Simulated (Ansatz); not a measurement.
## Cu under changes of volume

One of the cells (11.810 Å³/atom); the others are scaled copies at fixed shape and fractional positions:

```
Cu
1.0
     0.00000    1.80750    1.80750
     1.80750    0.00000    1.80750
     1.80750    1.80750    0.00000
Cu
1
Direct
  0.00000 0.00000 0.00000
```

```yaml
Program: Ansatz 0.2.0
Functional: PBEsol
Dispersion: D4
Potentials_or_basis: all-electron LAPW, relativistic spinors
Cutoff: 317 eV (chosen from the basis error)
Basis_error_allowed: 0.0005 eV/atom
k_mesh: 10 × 10 × 10
Occupations: gaussian, width 0.15 eV
Spin: spin-orbit coupling, no magnetisation
Hubbard_terms: Cu d U = 6.2 eV
```

```tsv
volume (Å³/atom)	energy over the lowest point (meV/atom)	pressure (GPa)
11.102	0.38	2.1
11.338	0.00	-1.3
11.574	4.37	-4.3
11.810	?	?
12.047	25.07	-9.3
12.283	40.46	-11.4
12.519	58.68	-13.2
```

**Question.** What does the run at 11.810 Å³/atom give?

**Answer.** Energy over the lowest point 12.91 meV/atom; pressure -7.0 GPa.

Worked out: A Birch-Murnaghan fit of order 3 (a polynomial in V^(-2/3)) to the other rows has its minimum at 11.24 Å³/atom with B0 = V·E''(V) = 161 GPa and B' = 5.0. It gives 12.86 meV/atom at 11.810 Å³/atom, against the run's 12.91, and -dE/dV = -7.1 GPa, against -7.0.

Energies are extrapolated to zero smearing.

Caveats: U is the effective U less J, on atomic orbitals that reach past the spheres; the k mesh is thin for a metal, which can move the energy by tens of meV per atom; U without spin polarisation on a metal has little footing; pairwise dispersion overbinds metals, which lowers pressure and volume; the U is typed as a test and isn't derived for this compound.
